One pressure instead of a whole curve: the volume and stiffness of ruthenium

The decision

Whoever builds a model of a ruthenium surface or layer must first fix the size of the metal cell. Take the cell below, with 13.57 Å³ per atom, and leave it as it is. An LDA calculation then holds the metal under a tension of 12.5 GPa, while a PBE calculation squeezes it by 4.2 GPa. Such a stress enters everything computed afterwards. The choice is whether to keep the cell or to rescale it to the functional's own volume, and that volume can be estimated by hand from the one pressure.

ABINIT 10.8.3, plane-wave Kohn-Sham DFT with PAW datasets for hexagonal ruthenium (2 atoms per cell), without spin polarisation or spin-orbit coupling. Cutoff 408 eV (fine grid 816 eV), 11×11×6 k mesh, Fermi-Dirac smearing of 0.05 eV. Each row comes from a fit to energies at seven volumes within 6 % of the given cell's 13.57 Å³ per atom.

```
functional        potentials  equilibrium volume (Å³/atom)  equilibrium volume change (% of the given cell)  bulk modulus (GPa)  bulk modulus slope
       LDA  JTH PAW LDA v2.0                        13.079                                           -3.650               363.6               4.800
       PBE  JTH PAW PBE v2.0                        13.764                                            1.390               309.7               4.820
    LDA-PZ  JTH PAW LDA v2.0                        13.092                                           -3.560               362.5               4.730
 LDA-Teter  JTH PAW LDA v2.0                        13.086                                           -3.600               362.6               4.800
   LDA-VWN  JTH PAW LDA v2.0                        13.072                                           -3.710               364.2               4.800
```

The equilibrium volume is the one with the lowest energy, where the pressure should vanish, and its change is counted from the given cell. The bulk modulus is the resistance to a change of volume, taken at that equilibrium. The bulk modulus slope tells by how many GPa this resistance grows for each GPa of added pressure. The shape of the hexagonal cell stays fixed throughout.

The picture

A crystal near its equilibrium behaves like a stiff spring. If it is held too small, it pushes outward and the pressure is positive; if it is held too large, it pulls inward and the pressure is negative. The pressure shows how strongly the crystal wants to move, and the stiffness turns that into a distance. If two functionals make the metal about equally stiff, a difference between their pressures in the same cell therefore becomes a difference between their volumes.

Here PBE pushes outward more strongly than LDA by 16.8 GPa in the given cell. Theory offers a standard reason. The gradient terms in PBE favour uneven electron densities, and the density becomes more uneven as atoms move apart. The atomic dataset changes together with the functional, so the pressure difference belongs to the pair and not to the gradient terms alone.

The rule for the volume

Let V be the volume of the given cell, P its pressure and B the stiffness of the metal. A small relative change of volume alters the pressure by −B times that change. To bring the pressure from P to zero, the volume must change by the fraction P/B. The equilibrium volume V₀ is then

V₀ ≈ V (1 + P/B)

For B a rough recalled measured value for ruthenium will do, about 320 GPa. This gives a rule that fits in the head: 3.2 GPa of pressure is worth one per cent of volume.

LDA, worked in full:

P/B = −12.5/320 = −0.039
V₀ ≈ 13.57 × (1 − 0.039) = 13.04 Å³ per atom

The table has 13.08, so the estimate is 0.3 % too low. For PBE the same step gives 4.2/320, an expansion of 1.3 %, where the table has 1.4 %.

Why one stiffness serves both

It is tempting to improve the rule by inserting the stiffness that LDA itself has in the given cell, 304 GPa. The estimate then gets worse: the contraction becomes 12.5/304 = 4.1 %, against 3.65 % in the table. The reason is that the metal stiffens while it contracts, so the starting value is too soft for the whole path. PBE moves the other way and softens as it expands. What counts is a stiffness typical of the path, and for both functionals 320 GPa is close to that.

The rule for the bulk modulus

Since stiffness grows with pressure, removing the pressure also changes the stiffness. For many metals the growth is roughly 5 GPa per GPa, and the slopes in the table lie just below that. The bulk modulus at equilibrium, B₀, is then

B₀ ≈ B − 5P

For LDA this gives 320 + 63 = 383 GPa, which is 5 % above the table. For PBE it gives 320 − 21 = 299 GPa, about 4 % below. The order is right: the functional with the smaller equilibrium volume has the larger bulk modulus. The gap between the two is too wide, however, at 84 GPa instead of 54.

What the failure teaches

The rule assumes that LDA and PBE are equally stiff at equal volume. They are not: in the given cell PBE is the stiffer of the two by 28 GPa. Its lower bulk modulus in the table is therefore no sign of softer bonds. It is lower because it is taken at a larger volume, where both functionals make the metal softer.

The extra stiffness can be read from the way the extra push of PBE fades as the cell grows. It falls from 18.6 GPa in a cell 6 % smaller than the given one to 15.2 GPa in a cell 6 % larger. A push that strengthens when the crystal is compressed resists compression, and that is stiffness. Taking this contribution off the estimated gap leaves 84 − 28 = 56 GPa, close to the computed 54.

The cure is to replace the common 320 GPa by each functional's own stiffness in the given cell. This needs the pressures at two neighbouring volumes as well. The bulk modulus then comes out within about 1 % in every row.

How far to trust it

Neither 320 GPa nor the factor 5 was adjusted to these rows, so both worked rows are tests. Over the whole table the volume rule stays within 0.3 % of the computed equilibrium volume, and the simple bulk modulus rule within about 5 % of the computed bulk modulus. The four LDA rows are versions of one approximation and differ in volume by only 0.15 %, so they count as a single test. The computed pressures lie slightly below the slope of the energies, which shifts the estimated volume by less than 0.1 %.

The accuracy depends on the starting cell, and not only on its distance from equilibrium: in the LDA rows the smaller cell used next lies nearer to equilibrium than the given one, yet the miss is larger. Started from the cells 6 % smaller or larger, the volume rule misses by 0.4 to 0.8 %, and in every row the estimate is too large. On the way from the smaller cell the crystal is on average stiffer than 320 GPa and expands less than the rule says. On the way from the larger cell it is on average softer than 320 GPa and contracts more. Where such a miss matters, calculate the pressure once again at the estimated volume and apply the rule a second time: the remaining step is then short, and an error in the stiffness counts for little.

The bulk modulus rule is less forgiving, because it needs the stiffness in the starting cell itself. The value of 320 GPa can stand for that only near the given volume, where LDA has 304 GPa and PBE 332 GPa. Started with 320 GPa from the smaller or the larger cell, the rule misses the bulk modulus by more than 20 %.

Pressure and volume come from the same calculations, so their agreement tests the spring picture and not the truth of either functional. For another metal the steps stay the same, but its own stiffness must replace 320 GPa: the softer the metal, the further a given pressure moves its volume. For the bulk modulus rule, the starting cell must also be close to the volume at which that stiffness was measured. The output below lists the estimates for all five rows, made with these two fixed constants.

The analysis program printed:

```
Volume rule from the given cell:
        row  pressure GPa  estimated volume A3 per atom    miss %  stiffness making rule exact GPa
        LDA        -12.52                         13.04   -0.2719                            343.1
        PBE         4.246                         13.75  -0.06708                            305.5
     LDA-PZ        -12.24                         13.06   -0.2785                            343.7
  LDA-Teter        -12.32                         13.05   -0.2598                            342.2
    LDA-VWN        -12.72                         13.04   -0.2822                            342.8
Bulk modulus rule:
        row  estimate with common stiffness GPa  miss %  own stiffness at given cell GPa  estimate with own stiffness GPa  miss with own stiffness %
        LDA                               382.6   5.229                            304.2                            366.8                     0.8838
        PBE                               298.8  -3.529                              332                            310.8                      0.344
     LDA-PZ                               381.2   5.155                            305.4                            366.6                      1.123
  LDA-Teter                               381.6   5.241                            304.2                            365.8                     0.8727
    LDA-VWN                               383.6   5.325                            303.8                            367.4                     0.8709
Volume rule started from other cells:
        row  miss from 6 % smaller cell %  miss from 6 % larger cell %
        LDA                        0.4164                       0.4947
        PBE                        0.8019                       0.4681
     LDA-PZ                        0.4276                       0.4703
  LDA-Teter                        0.4228                       0.5104
    LDA-VWN                        0.4019                       0.4891
Estimated volume change of the given cell in LDA (%): -3.913
Estimated volume change of the given cell in PBE (%): 1.327
Extra outward pressure of PBE over LDA at the given cell (GPa): 16.77
Extra outward pressure of PBE over LDA in the 6 % smaller cell (GPa): 18.58
Extra outward pressure of PBE over LDA in the 6 % larger cell (GPa): 15.23
Computed PBE volume above LDA volume (%): 5.237
Estimated PBE volume above LDA volume (%): 5.454
Computed bulk modulus of LDA less that of PBE (GPa): 53.9
Estimated bulk modulus of LDA less that of PBE with common stiffness (GPa): 83.84
Stiffness of PBE less that of LDA at the given cell (GPa): 27.79
Spread of the four LDA volumes (%): 0.153
Largest volume effect of the gap between energy slope and printed pressure (%): 0.06648
```
